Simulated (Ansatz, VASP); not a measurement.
**One calculation of SnSe2, two programs**

```
Sn Se
1.0
     3.74952    0.00000    0.00000
    -1.87476    3.24718    0.00000
     0.00000    0.00000    6.33990
Sn Se
1 2
Cartesian
  0.0000 0.0000 0.0000
  0.0000 2.1648 1.5850
  1.8748 1.0824 4.7549
```

Alike in both runs: task single point; functional PBE; dispersion D3(BJ); k mesh 9 × 9 × 6; occupations gaussian, width 0.05 eV; no spin polarisation.

|  | VASP | Ansatz |
| --- | --- | --- |
| version | VASP 6.6.1 | Ansatz 0.2.0 |
| potentials or method | VASP PAW PBE potentials, release 64 (Sn_d, Se) | scalar-relativistic, plane waves, PAW |
| plane-wave cutoff (eV) | 520 | 420 |
| valence electrons in the cell | 26 | 46 |

|  | VASP | Ansatz | Ansatz less VASP |
| --- | --- | --- | --- |
| gap on the k mesh at the Fermi level (eV) | 0.62 | 0.62 | +0.003 |
| least direct gap on the mesh (eV) | 1.18 | 1.18 | +0.003 |
| pressure (GPa) | 3.2 | 3.1 | -0.09 |
| largest component of the traceless stress (GPa) | 1.12 | 1.14 | +0.014 |
| rms of the force components (eV/Å) | 0.220 | 0.212 | -0.0079 |

Atom by atom the forces differ by 0.008 eV/Å (rms over components). The two sets of potentials don't hold the same shells in valence.

Caveats: spin-orbit coupling is left out, which moves the levels of the heavy elements; an odd mesh through Γ misses points on the zone boundary, where band edges often lie; the cell's inner coordinates are idealised or old, which leaves forces on the atoms.
